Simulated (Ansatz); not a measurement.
Runs of Ansatz 0.2.0 on Mg. It takes space group I4/mmm (No. 139, tetragonal). The conventional cell has a = 3.672 Å, b = 3.672 Å, c = 3.359 Å, α = 90.00°, β = 90.00°, γ = 90.00°. Around Mg (site symmetry 4/mmm) lie 10 Mg at 3.09 to 3.36 Å. This isn't the form of Mg at room conditions, which is hcp.

| level | gap on the mesh (eV) | pressure (GPa) | relaxed volume (Å³/atom) |
| --- | --- | --- | --- |
| LDA | none | 0.0 | (b) |
| PBEsol | none | 0.0 | 22.41 |
| revPBE | none | 0.0 | 23.46 |
| RPBE | none | 0.0 | (a) |
| BLYP | none | 0.0 | 23.68 |

Alike in all rows: task relaxation of cell and atoms; potentials or basis Ansatz PAW; no spin polarisation; cell relaxed; k mesh 11 × 11 × 11; cutoff (eV) 420; smearing fermi-dirac 0.05 eV.

Estimate the missing entries.

(a) 23.60; (b) 21.51.

Caveats: the plane-wave basis is chosen anew once the cell has moved, so the energies of steps on either side of that aren't comparable; the PAW data sets come from PBE, with cores solved anew for the run's functional, which leaves a small shift of forces and pressure.

A gap of «none» marks a metal or a gap under the smearing width.

Runs at the PBE level aren't shown here.
